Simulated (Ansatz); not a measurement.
Relaxed (100) slab cut from InSb (space group F-43m (No. 216)); the slab's formula is In4Sb5, its outer planes Sb (top) and Sb (bottom):

```yaml
crystal:
  lattice:
    - [4.63519, 0.00000, 0.00000]
    - [0.00000, 4.63519, 0.00000]
    - [0.00000, 0.00000, 28.11031]
  atoms:
    - { symbol: Sb, position: [0.00000, 0.50000, 0.26590] }
    - { symbol: In, position: [0.50000, 0.50000, 0.32383] }
    - { symbol: Sb, position: [0.50000, 0.00000, 0.38365] }
    - { symbol: In, position: [0.00000, 0.00000, 0.44133] }
    - { symbol: Sb, position: [0.00000, 0.50000, 0.50000] }
    - { symbol: In, position: [0.50000, 0.50000, 0.55867] }
    - { symbol: Sb, position: [0.50000, 0.00000, 0.61635] }
    - { symbol: In, position: [0.00000, 0.00000, 0.67617] }
    - { symbol: Sb, position: [0.00000, 0.50000, 0.73410] }
```

Level of theory: DFT r2SCAN, scalar-relativistic, plane waves, PAW in Ansatz. Settings: cutoff 500 eV, Γ-centred mesh 8×8×1 on the computed 9-atom cell, Gaussian smearing of 0.10 eV; no spin polarisation. A dipole correction removes the field between periodic images along c.

The potential is the smooth part; its values at the atoms depend on the PAW datasets.

(1) How does the plane-averaged electrostatic potential energy of an electron run along c, counted from the Fermi level?

Spin-orbit coupling is left out, which matters for the bands of heavy elements.

Results:

(1) (z (Å), V (eV)): (2.60, 5.51), (2.86, 5.51), (3.12, 5.51), (3.38, 5.51), (3.64, 5.51), (3.90, 5.51), (4.16, 5.51), (4.42, 5.50), (4.69, 5.49), (4.95, 5.48), (5.21, 5.44), (5.47, 5.36), (5.73, 5.20), (5.99, 4.89), (6.25, 4.28), (6.51, 3.03), (6.77, 1.21), (7.03, -0.34), (7.29, -1.27), (7.55, -1.65), (7.81, -1.60), (8.07, -1.25), (8.33, -1.17), (8.59, -1.67), (8.85, -2.36), (9.11, -2.59), (9.37, -2.28), (9.63, -1.47), (9.89, -0.86), (10.15, -1.02), (10.41, -1.55), (10.67, -1.85), (10.93, -1.89), (11.19, -1.69), (11.45, -1.39), (11.71, -1.57), (11.97, -2.25), (12.23, -2.88), (12.49, -2.96), (12.75, -2.47), (13.01, -1.66), (13.27, -1.27), (13.53, -1.55), (13.79, -1.92), (14.06, -2.04), (14.32, -1.92), (14.58, -1.55), (14.84, -1.27), (15.10, -1.66), (15.36, -2.47), (15.62, -2.96), (15.88, -2.88), (16.14, -2.25), (16.40, -1.57), (16.66, -1.39), (16.92, -1.69), (17.18, -1.89), (17.44, -1.85), (17.70, -1.55), (17.96, -1.02), (18.22, -0.86), (18.48, -1.47), (18.74, -2.28), (19.00, -2.59), (19.26, -2.36), (19.52, -1.67), (19.78, -1.17), (20.04, -1.25), (20.30, -1.60), (20.56, -1.65), (20.82, -1.27), (21.08, -0.34), (21.34, 1.21), (21.60, 3.03), (21.86, 4.28), (22.12, 4.89), (22.38, 5.20), (22.64, 5.36), (22.90, 5.44), (23.16, 5.48), (23.43, 5.49), (23.69, 5.50), (23.95, 5.51), (24.21, 5.51), (24.47, 5.51), (24.73, 5.51), (24.99, 5.51), (25.25, 5.51), (25.51, 5.51)

The vacuum level lies 5.51 eV above the Fermi level.

Cost: 1 run of about 18 core-minutes, on Intel Xeon Platinum 8259CL (Skylake/Cascade Lake) (shared hosts).